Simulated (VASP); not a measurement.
# Tm: magnetic orders, part 2 of 3

Aim: compare collinear orders of Tm. The start is a cell from a database of measured crystal structures.

VASP 6.6.1, plane waves and PAW; the level of theory is named at each step.

Still holding for the runs below: The magnetic state follows from one typed start and may not be the lowest. The k-mesh is coarse for a metal. Without U or exact exchange the f electrons of Tm come out too delocalised, which can shrink the cell and pin f bands at the Fermi level.

So far, largest spin moment in the PAW sphere (μB): step 2 (magnetic order, start order fm, signs ++++) 1.23.

## 3. Magnetic order, start order AFM 1, signs ++--

This step: PBE, spin-polarised, from moments of both signs; plane waves and PAW (Tm) (VASP 6.6.1).

Input file INCAR:

```
SYSTEM = Tm
PREC = Accurate
ENCUT = 420
EDIFF = 1E-06
NELM = 150
ISMEAR = 1
SIGMA = 0.1
LREAL = .FALSE.
ALGO = Normal
GGA = PE
NBANDS = 64
ISPIN = 2
MAGMOM = 2 2 -2 -2
LASPH = .TRUE.
LMAXMIX = 6
AMIX = 0.2
BMIX = 1E-04
AMIX_MAG = 0.8
BMIX_MAG = 1E-04
LORBIT = 11
LWAVE = .FALSE.
LCHARG = .TRUE.
```

Input file POSCAR:

```
Tm
1.0
    7.0750000000      0.0000000000      0.0000000000
   -1.7687500000      3.0635648659      0.0000000000
    0.0000000000      0.0000000000      5.5546000000
Tm
4
Direct
    0.3333333334      0.3333333333      0.7500000000
    0.8333333334      0.3333333333      0.7500000000
    0.1666666666      0.6666666667      0.2500000000
    0.6666666667      0.6666666667      0.2500000000
```

Input file KPOINTS:

```
Automatic mesh
0
Gamma
6 6 3
0 0 0
```

PAW data sets: Tm (PBE family, release 64).

Started as:

```sh
> mpirun -np 1 vasp_std
```

Log:

```text
[... set-up lines as in an earlier step ...]
 entering main loop
       N       E                     dE             d eps       ncg     rms          rms(c)
DAV:   1     0.105707843773E+04    0.10571E+04   -0.18570E+04 12296   0.710E+03
DAV:   2     0.294119592553E+03   -0.76296E+03   -0.66956E+03 12872   0.147E+03
DAV:   3     0.537774955698E+02   -0.24034E+03   -0.23014E+03  9936   0.356E+02
DAV:   4     0.188607602960E+01   -0.51891E+02   -0.50064E+02 12800   0.143E+02
DAV:   5    -0.109725063638E+02   -0.12859E+02   -0.12664E+02 15784   0.728E+01    0.212E+02
DAV:   6    -0.145527821728E+02   -0.35803E+01   -0.33767E+01 16320   0.513E+01    0.406E+01
DAV:   7    -0.160122191616E+02   -0.14594E+01   -0.64109E+00 15304   0.423E+01    0.274E+01
DAV:   8    -0.205195786490E+02   -0.45074E+01   -0.34347E+01 12368   0.777E+01    0.823E+01
DAV:   9    -0.192917144145E+02    0.12279E+01   -0.25857E+00 16304   0.207E+01    0.682E+01
DAV:  10    -0.164402114236E+02    0.28515E+01   -0.34823E+00 11928   0.450E+01    0.425E+01
DAV:  11    -0.158055223453E+02    0.63469E+00   -0.16606E+00 14096   0.349E+01    0.260E+01
DAV:  12    -0.159590936335E+02   -0.15357E+00   -0.75173E-01 15824   0.113E+01    0.220E+01
DAV:  13    -0.159498081942E+02    0.92854E-02   -0.12162E-01 15472   0.142E+01    0.153E+01
DAV:  14    -0.158840859979E+02    0.65722E-01   -0.12460E-01 15672   0.155E+01    0.827E+00
DAV:  15    -0.158796678456E+02    0.44182E-02   -0.16895E-01 15968   0.972E+00    0.556E+00
DAV:  16    -0.159075769894E+02   -0.27909E-01   -0.15061E-01 16120   0.721E+00    0.500E+00
DAV:  17    -0.159144892953E+02   -0.69123E-02   -0.43148E-02 16160   0.625E+00    0.462E+00
DAV:  18    -0.159095622856E+02    0.49270E-02   -0.98643E-03 16288   0.323E+00    0.439E+00
DAV:  19    -0.159093603534E+02    0.20193E-03   -0.37799E-03 16344   0.147E+00    0.423E+00
DAV:  20    -0.159048423429E+02    0.45180E-02   -0.56906E-03 14448   0.494E+00    0.403E+00
DAV:  21    -0.158778929252E+02    0.26949E-01   -0.23341E-02 10528   0.169E+01    0.314E+00
DAV:  22    -0.158765847651E+02    0.13082E-02   -0.81912E-02 15400   0.605E+00    0.198E+00
DAV:  23    -0.158830001258E+02   -0.64154E-02   -0.15102E-02 12960   0.904E+00    0.151E+00
DAV:  24    -0.158864364441E+02   -0.34363E-02   -0.82199E-03 16024   0.195E+00    0.123E+00
DAV:  25    -0.158854842536E+02    0.95219E-03   -0.12969E-03 14776   0.218E+00    0.110E+00
DAV:  26    -0.158853113226E+02    0.17293E-03   -0.59199E-03 10384   0.672E+00    0.918E-01
DAV:  27    -0.158852008929E+02    0.11043E-03   -0.23679E-03 15880   0.239E+00    0.488E-01
DAV:  28    -0.158852774372E+02   -0.76544E-04   -0.13495E-03 16216   0.600E-01    0.394E-01
DAV:  29    -0.158853457868E+02   -0.68350E-04   -0.61525E-04 16280   0.143E-01    0.392E-01
DAV:  30    -0.158853530943E+02   -0.73075E-05   -0.50794E-05 15848   0.465E-02    0.399E-01
DAV:  31    -0.158854215611E+02   -0.68467E-04   -0.86562E-05 10880   0.109E+00    0.411E-01
DAV:  32    -0.158853900702E+02    0.31491E-04   -0.17766E-05 10416   0.306E-01    0.402E-01
DAV:  33    -0.158855102144E+02   -0.12014E-03   -0.87519E-05 11280   0.110E+00    0.410E-01
DAV:  34    -0.158854834963E+02    0.26718E-04   -0.25206E-04 12880   0.122E+00    0.457E-01
DAV:  35    -0.158854910987E+02   -0.76024E-05   -0.25174E-04 13696   0.102E+00    0.586E-01
DAV:  36    -0.158855041597E+02   -0.13061E-04   -0.92840E-05 15360   0.358E-01    0.562E-01
DAV:  37    -0.158854970272E+02    0.71326E-05   -0.23114E-05 12776   0.196E-01    0.566E-01
DAV:  38    -0.158854914555E+02    0.55717E-05   -0.30434E-05 12272   0.487E-01    0.527E-01
DAV:  39    -0.158854960937E+02   -0.46382E-05   -0.14777E-05 13744   0.972E-02    0.498E-01
DAV:  40    -0.158855001272E+02   -0.40336E-05   -0.23299E-06  7224   0.148E-01    0.481E-01
DAV:  41    -0.158855011690E+02   -0.10418E-05   -0.14831E-06  5856   0.566E-02    0.456E-01
DAV:  42    -0.158855012476E+02   -0.78599E-07   -0.20950E-06  5776   0.112E-01
   1 F= -.15885501E+02 E0= -.15893089E+02  d E =0.227618E-01  mag=     0.0000
```

Wall time 8.3 min (1 MPI rank of Intel Xeon 6975P-C (Granite Rapids), shared host); peak memory 0.42 GiB.

From OUTCAR (step 3):

```text
 Found     32 irreducible k-points:

   NELECT =      92.0000    total number of electrons

 E-fermi :   2.2539

 spin component 1
 k-point     1 :       0.0000    0.0000    0.0000
  band No.  band energies     occupation
    ...
     43       2.1209      1.03398
     44       2.1346      1.03530
     45       2.1504      1.02835
     46       2.1948      0.91569
     47       2.2160      0.79664
     48       2.3981     -0.03012
     49       2.4268     -0.01730
     50       2.5804     -0.00002
     51       3.5932     -0.00000
     52       4.4860      0.00000
    ...

 k-point     2 :       0.1667   -0.0000    0.0000
  band No.  band energies     occupation
    ...
     43       2.1232      1.03453
     44       2.1336      1.03538
     45       2.1403      1.03408
     46       2.1914      0.93091
     47       2.2156      0.79926
     48       2.3939     -0.03178
     49       2.4372     -0.01319
     50       2.7073     -0.00000
     51       3.4615     -0.00000
     52       4.5659      0.00000
    ...

 k-point     3 :       0.3333    0.0000    0.0000
  band No.  band energies     occupation
    ...
     43       2.1164      1.03264
     44       2.1294      1.03539
     45       2.1344      1.03532
     46       2.1930      0.92377
     47       2.2441      0.58243
     48       2.3793     -0.03533
     49       2.4927     -0.00188
     50       2.9761     -0.00000
     51       3.1258     -0.00000
     52       3.9608     -0.00000
    ...

 k-point     4 :       0.5000    0.0000    0.0000
  band No.  band energies     occupation
    ...
     42       2.0902      1.02136
     43       2.1328      1.03543
     44       2.1328      1.03543
     45       2.1531      1.02592
     46       2.1531      1.02592
     47       2.3410     -0.00611
     48       2.3410     -0.00611
     49       2.7315     -0.00000
     50       2.7315     -0.00000
     51       3.3638     -0.00000
    ...

  Total        1.3234249      1.5279835      3.5384846     -0.1771530      0.0000000     -0.0000000
  in kB       17.6117927     20.3340059     47.0892287     -2.3575058      0.0000000     -0.0000000
  external PRESSURE =      28.3450091 kB  Pullay stress =       0.0000000 kB

 POSITION                                       TOTAL-FORCE (eV/Angst)
 -----------------------------------------------------------------------------------
      1.76875      1.02119      4.16595         0.011326      0.006539      0.000000
      5.30625      1.02119      4.16595         0.011326      0.006539      0.000000
     -0.00000      2.04238      1.38865        -0.011326     -0.006539      0.000000
      3.53750      2.04238      1.38865        -0.011326     -0.006539      0.000000
 -----------------------------------------------------------------------------------
    total drift:                                0.000001      0.000002     -0.000001

  FREE ENERGIE OF THE ION-ELECTRON SYSTEM (eV)
  ---------------------------------------------------
  free  energy   TOTEN  =       -15.8855012476 eV

  energy  without entropy=      -15.9082630525  energy(sigma->0) =      -15.89308852

 total charge
# of ion       s       p       d       f       tot
--------------------------------------------------
    1        2.220   5.939   0.429  12.483  21.072
    2        2.220   5.939   0.429  12.483  21.072
    3        2.220   5.939   0.429  12.483  21.072
    4        2.220   5.939   0.429  12.483  21.072
--------------------------------------------------
tot          8.881  23.755   1.718  49.932  84.286

 magnetization (x)
# of ion       s       p       d       f       tot
--------------------------------------------------
    1        0.003  -0.015   0.015   1.301   1.305
    2        0.003  -0.015   0.015   1.301   1.305
    3       -0.003   0.015  -0.015  -1.301  -1.305
    4       -0.003   0.015  -0.015  -1.301  -1.305
--------------------------------------------------
tot          0.000   0.000   0.000   0.000   0.000

[... 9 parts as in an earlier step ...]

[... 4 further parts left out ...]
```

This step gave:

* electronic cycles: 42
* free energy (TOTEN): -15.89 eV
* energy at zero smearing: -15.89 eV
* Fermi energy: 2.254 eV

Spin moment in the PAW sphere by atom:

| atom | spin moment in the PAW sphere (μB) |
| --- | --- |
| Tm1 | 1.30 |
| Tm2 | 1.30 |
| Tm3 | -1.30 |
| Tm4 | -1.30 |

Spin density in the ac plane at fractional y = 0.333, with atoms of Tm within 0.2 Å of it.

Ten even steps from '_' (0.0 e/Å³) to '@' (1.8 e/Å³), each cell a mean:
```
________________________________________
________________________________________
__________::**++::____________::**++::__
__________--@@@@--____________--@@@@--__
__________::++++::____________::++++::__
________________________________________
________________________________________
________________________________________
________________________________________
________________________________________
________________________________________
________________________________________
________________________________________
________________________________________
________________________________________
```
Columns run along a (7.1 Å), rows up along c (5.6 Å). Atoms in or near the plane, at fractional coordinates: Tm at (0.33, 0.75), Tm at (0.83, 0.75).

Valence density in the ac plane at fractional y = 0.333, with atoms of Tm within 0.2 Å of it. It is the smooth field of the valence electrons, not physical close to the nuclei.

Values in e/Å³, 8 rows by 16 columns, each cell a mean:
```
 0  0  0  0  1  2  1  0  0  0  0  0  1  2  1  0
 0  0  0  1  9 16 10  2  0  0  0  1  9 16 10  2
 0  0  0  1  6 12  7  1  0  0  0  1  6 12  7  1
 0  0  0  0  0  1  0  0  0  0  0  0  0  1  0  0
 0  0  0  0  0  0  0  0  0  0  0  0  0  0  0  0
 0  0  0  0  0  0  0  0  0  0  0  0  0  0  0  0
 0  0  0  0  0  0  0  0  0  0  0  0  0  0  0  0
 0  0  0  0  0  0  0  0  0  0  0  0  0  0  0  0
```
Columns run along a (7.1 Å), rows up along c (5.6 Å). Atoms in or near the plane, at fractional coordinates: Tm at (0.33, 0.75), Tm at (0.83, 0.75).

EDIFF was met while the residual of the charge density, rms(c), still stood at 0.05, so the density had not settled and the numbers of this run are doubtful.

The largest moment at the end is 1.30 μB, and the moments of the cell sum to 0.00 μB.

## 4. Magnetic order, start order AFM 2, signs +-+-

INCAR, as its differences from that of step 3:

```diff
@@ -12,3 +12,3 @@
 ISPIN = 2
-MAGMOM = 2 2 -2 -2
+MAGMOM = 2 -2 2 -2
 LASPH = .TRUE.
@@ -21,2 +21,2 @@
 LWAVE = .FALSE.
-LCHARG = .TRUE.
+LCHARG = .FALSE.
```

POSCAR is that of step 3.

KPOINTS is that of step 3.

Started as:

```sh
> mpirun -np 1 vasp_std
```

Log:

```text
[... set-up lines as in an earlier step ...]
 entering main loop
       N       E                     dE             d eps       ncg     rms          rms(c)
DAV:   1     0.105327309794E+04    0.10533E+04   -0.18641E+04 12400   0.710E+03
DAV:   2     0.292586351341E+03   -0.76069E+03   -0.66607E+03 12992   0.145E+03
DAV:   3     0.525909132935E+02   -0.24000E+03   -0.22988E+03  9832   0.346E+02
DAV:   4     0.166880851717E+01   -0.50922E+02   -0.49108E+02 12976   0.142E+02
[...]
DAV:  46    -0.158837792774E+02    0.50517E-05   -0.13973E-05 13232   0.847E-02    0.988E-01
DAV:  47    -0.158837831117E+02   -0.38343E-05   -0.34694E-06  7040   0.600E-02    0.958E-01
DAV:  48    -0.158837838547E+02   -0.74299E-06   -0.11843E-06  5992   0.418E-02
   1 F= -.15883784E+02 E0= -.15890342E+02  d E =0.196739E-01  mag=    -0.0000
```

Elapsed: 9.8 min, on 1 MPI rank; peak memory 0.41 GiB.

Parts of OUTCAR (step 4):

```text
  Total        1.2126472      1.0219278      2.5868179      0.1651678      0.0000000     -0.0000000
  in kB       16.1375927     13.5995489     34.4246970      2.1980104      0.0000000     -0.0000000
  external PRESSURE =      21.3872795 kB  Pullay stress =       0.0000000 kB

 POSITION                                       TOTAL-FORCE (eV/Angst)
 -----------------------------------------------------------------------------------
      1.76875      1.02119      4.16595        -0.018977     -0.010956      0.000000
      5.30625      1.02119      4.16595        -0.018977     -0.010956      0.000000
     -0.00000      2.04238      1.38865         0.018977      0.010956      0.000000
      3.53750      2.04238      1.38865         0.018977      0.010956      0.000000
 -----------------------------------------------------------------------------------
    total drift:                                0.000001      0.000002     -0.000001

  FREE ENERGIE OF THE ION-ELECTRON SYSTEM (eV)
  ---------------------------------------------------
  free  energy   TOTEN  =       -15.8837838547 eV

  energy  without entropy=      -15.9034577621  energy(sigma->0) =      -15.89034182

 magnetization (x)
# of ion       s       p       d       f       tot
--------------------------------------------------
    1        0.004  -0.016   0.015   1.295   1.298
    2       -0.004   0.016  -0.015  -1.295  -1.298
    3        0.004  -0.016   0.015   1.295   1.298
    4       -0.004   0.016  -0.015  -1.295  -1.298
--------------------------------------------------
tot          0.000   0.000   0.000   0.000   0.000

[... 2 parts as in an earlier step ...]

[... 1 further part left out ...]
[key lines of the parts left out:]
E-fermi :   2.2539
```

Spin moment in the PAW sphere by atom:

| atom | spin moment in the PAW sphere (μB) |
| --- | --- |
| Tm1 | 1.30 |
| Tm2 | -1.30 |
| Tm3 | 1.30 |
| Tm4 | -1.30 |

EDIFF was met while the residual of the charge density, rms(c), still stood at 0.10, so the density had not settled and the numbers of this run are doubtful.

The largest moment at the end is 1.30 μB, and the moments of the cell sum to 0.00 μB.

## 5. Magnetic order, start order AFM 3, signs +--+

INCAR, as its differences from that of step 4:

```diff
@@ -12,3 +12,3 @@
 ISPIN = 2
-MAGMOM = 2 -2 2 -2
+MAGMOM = 2 -2 -2 2
 LASPH = .TRUE.
```

POSCAR is that of step 4.

KPOINTS is that of step 4.

Started as:

```sh
> mpirun -np 1 vasp_std
```

Log:

```text
[... set-up lines as in an earlier step ...]
 entering main loop
       N       E                     dE             d eps       ncg     rms          rms(c)
DAV:   1     0.105752832357E+04    0.10575E+04   -0.18481E+04 12352   0.710E+03
DAV:   2     0.293693436507E+03   -0.76383E+03   -0.67240E+03 12952   0.147E+03
DAV:   3     0.533004648603E+02   -0.24039E+03   -0.23009E+03  9752   0.351E+02
DAV:   4     0.178573872906E+01   -0.51515E+02   -0.49655E+02 13016   0.143E+02
[...]
DAV:  35    -0.158880112451E+02   -0.52078E-05   -0.12716E-05 10760   0.712E-02    0.788E-01
DAV:  36    -0.158880131916E+02   -0.19465E-05   -0.92599E-06 12432   0.265E-02    0.777E-01
DAV:  37    -0.158880140819E+02   -0.89020E-06   -0.50775E-07  5568   0.170E-02
   1 F= -.15888014E+02 E0= -.15896591E+02  d E =0.257304E-01  mag=     0.0000
```

The job ended after 7.8 min (1 MPI rank; peak memory 0.42 GiB).

OUTCAR, selected parts (step 5):

```text
  Total        1.8004680      1.5389343      3.2380943      0.2264949      0.0000000      0.0000000
  in kB       23.9601583     20.4797354     43.0917134      3.0141347      0.0000000      0.0000000
  external PRESSURE =      29.1772023 kB  Pullay stress =       0.0000000 kB

 POSITION                                       TOTAL-FORCE (eV/Angst)
 -----------------------------------------------------------------------------------
      1.76875      1.02119      4.16595        -0.010052     -0.005803     -0.000000
      5.30625      1.02119      4.16595        -0.010052     -0.005803     -0.000000
     -0.00000      2.04238      1.38865         0.010052      0.005803      0.000000
      3.53750      2.04238      1.38865         0.010052      0.005803      0.000000
 -----------------------------------------------------------------------------------
    total drift:                                0.000001      0.000002     -0.000001

  FREE ENERGIE OF THE ION-ELECTRON SYSTEM (eV)
  ---------------------------------------------------
  free  energy   TOTEN  =       -15.8880140819 eV

  energy  without entropy=      -15.9137445279  energy(sigma->0) =      -15.89659090

 magnetization (x)
# of ion       s       p       d       f       tot
--------------------------------------------------
    1        0.005  -0.015   0.018   1.299   1.308
    2       -0.005   0.015  -0.018  -1.299  -1.308
    3       -0.005   0.015  -0.018  -1.299  -1.308
    4        0.005  -0.015   0.018   1.299   1.308
--------------------------------------------------
tot          0.000   0.000   0.000  -0.000  -0.000

[... 2 parts as in an earlier step ...]

[... 1 further part left out ...]
[key lines of the parts left out:]
E-fermi :   2.2584
```

Spin moment in the PAW sphere by atom:

| atom | spin moment in the PAW sphere (μB) |
| --- | --- |
| Tm1 | 1.31 |
| Tm2 | -1.31 |
| Tm3 | -1.31 |
| Tm4 | 1.31 |

EDIFF was met while the residual of the charge density, rms(c), still stood at 0.08, so the density had not settled and the numbers of this run are doubtful.

The largest moment at the end is 1.31 μB, and the moments of the cell sum to 0.00 μB.

## 6. Magnetic order, start order ferri 4, signs +++-

INCAR, as its differences from that of step 5:

```diff
@@ -12,3 +12,3 @@
 ISPIN = 2
-MAGMOM = 2 -2 -2 2
+MAGMOM = 2 2 2 -2
 LASPH = .TRUE.
```

POSCAR is that of step 5.

KPOINTS is that of step 5.

Started as:

```sh
> mpirun -np 1 vasp_std
```

Log:

```text
[... set-up lines as in an earlier step ...]
 entering main loop
       N       E                     dE             d eps       ncg     rms          rms(c)
DAV:   1     0.105717007921E+04    0.10572E+04   -0.18381E+04 12440   0.710E+03
DAV:   2     0.291939605261E+03   -0.76523E+03   -0.67156E+03 13064   0.147E+03
DAV:   3     0.523903666928E+02   -0.23955E+03   -0.22955E+03  9904   0.351E+02
DAV:   4     0.135523945725E+01   -0.51035E+02   -0.49157E+02 13160   0.141E+02
[...]
DAV:  82    -0.941261789662E+01    0.49586E+01   -0.32848E-01 11976   0.454E+01    0.422E+01
DAV:  83    -0.892660111729E+01    0.48602E+00   -0.29979E-01 14208   0.482E+00    0.423E+01
DAV:  84    -0.841973855286E+01    0.50686E+00   -0.50277E-02 16104   0.430E+00    0.427E+01
 hard stop encountered!  aborting job ...
 -----------------------------------------------------------------------------
|                                                                             |
|           W    W    AA    RRRRR   N    N  II  N    N   GGGG   !!!           |
|           W    W   A  A   R    R  NN   N  II  NN   N  G    G  !!!           |
|           W    W  A    A  R    R  N N  N  II  N N  N  G       !!!           |
|           W WW W  AAAAAA  RRRRR   N  N N  II  N  N N  G  GGG   !            |
|           WW  WW  A    A  R   R   N   NN  II  N   NN  G    G                |
|           W    W  A    A  R    R  N    N  II  N    N   GGGG   !!!           |
|                                                                             |
|     The electronic self-consistency was not achieved in the given           |
|     number of steps (NELM). The forces and other quantities evaluated       |
|     might not be reliable so examine the results carefully. If you find     |
|     spurious results, we suggest increasing NELM, if you were close to      |
|     convergence or switching to a different ALGO or adjusting the           |
|     density mixing parameters otherwise.                                    |
|                                                                             |
 -----------------------------------------------------------------------------

 soft stop encountered!  aborting job ...
   1 F= -.84197386E+01 E0= -.84220955E+01  d E =0.707072E-02  mag=     1.8915
 deleting file STOPCAR
```

Elapsed: 20 min, on 1 MPI rank; peak memory 0.42 GiB.

The run was stopped at its time limit, so it gives no result of its own.

(Part 2 of 3 ends here.)

[Lines on the potential files, build, host, timing and source positions are cut from VASP's logs without a mark.]

[Logs are printed without paths, hosts, clocks, repeated set-up lines and the standing remarks that a program may print on its own settings, such as how far it seeks lower states.]

[Hosts, paths, dates, database ids (printed as entryN), source tags and the programs' standing remarks are cut or masked in the printed files.]

[In band tables of VASP the shares of atoms and orbitals are scaled to a sum of 1 inside the atoms' spheres.]

[Runs that stopped without an error message from VASP are left out.]
